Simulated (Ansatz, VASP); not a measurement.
## ZnSe (Stilleite): VASP beside Ansatz

The input INCAR:

```
PREC = Accurate
ENCUT = 520
EDIFF = 1E-7
ISMEAR = 0
SIGMA = 0.01
LREAL = False
LASPH = True
NELM = 60
ALGO = Normal
ISIF = 2
LWAVE = False
LCHARG = False
GGA = PE
NBANDS = 16
```

The input KPOINTS:

```
Automatic mesh
0
Gamma
  6 6 6
```

POSCAR

```
ZnSe
1.0
    0.0000000000      2.8525674344      2.8525674344
    2.8525674344      0.0000000000      2.8525674344
    2.8525674344      2.8525674344      0.0000000000
Zn Se
1 1
Direct
    0.0000000000      0.0000000000      0.0000000000
    0.2500000000      0.2500000000      0.2500000000
```

Input for Ansatz:

```yaml
crystal:
  lattice:
    - [0.0, 2.852567434351448, 2.852567434351448]
    - [2.852567434351448, 0.0, 2.852567434351448]
    - [2.852567434351448, 2.852567434351448, 0.0]
  atoms:
    - { symbol: Zn, position: [0.0, 0.0, 0.0] }
    - { symbol: Se, position: [0.25, 0.25, 0.25] }
basis:
  ecutwfc: 517.016338673772
kpoints:
  mp_grid:
    grid: [6, 6, 6]
hamiltonian:
  pseudopotentials:
    kind: paw
scf:
  occupations:
    method: fixed
output:
  stress: true
```

Alike in both runs: task single point; functional PBE; k mesh 6 × 6 × 6; no spin polarisation.

```csv
,VASP,Ansatz
version,VASP 6.6.1,Ansatz 0.2.0
potentials or method,"VASP PAW PBE potentials, release 64 (Zn, Se)","plane waves, PAW"
plane-wave cutoff (eV),520,517
occupations,"gaussian, width 0.01 eV",fixed
valence electrons in the cell,18,28
```

Ansatz gave:

- pressure (GPa): 0.9

Task: What did VASP give for the same quantities?

Result: Pressure (GPa): 1.1.

The two sets of potentials don't hold the same shells in valence.
